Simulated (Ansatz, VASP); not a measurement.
**Si4Ge in VASP and in Ansatz**

```
Si Ge
1.0
    -3.16318    3.16318    2.00057
     3.16318   -3.16318    2.00057
     3.16318    3.16318   -2.00057
Si Ge
4 1
Direct
  0.80000 0.60000 0.40000
  0.20000 0.40000 0.60000
  0.40000 0.80000 0.20000
  0.60000 0.20000 0.80000
  0.00000 0.00000 0.00000
```

Alike in both runs: task single point; functional PBE; k mesh 6 × 6 × 6; occupations gaussian, width 0.1 eV; no spin polarisation.

```csv
,VASP,Ansatz
version,VASP 6.6.1,Ansatz 0.2.0
potentials or method,"VASP PAW PBE potentials, release 64 (Si, Ge_d)","scalar-relativistic, plane waves, PAW"
plane-wave cutoff (eV),520,420
valence electrons in the cell,30,30
```

```csv
,VASP,Ansatz,Ansatz less VASP
gap on the k mesh at the Fermi level (eV),none,none,-
pressure (GPa),-2.5,-2.5,0.00
largest component of the traceless stress (GPa),0.34,0.34,+0.002
rms of the force components (eV/Å),0.110,0.110,-0.0005
```

Atom by atom the forces differ by 0.001 eV/Å (rms over components). A gap of «none» marks a metal or a gap that the smearing closes. The functional is the same, so the differences come from potentials, cutoffs and numerics.
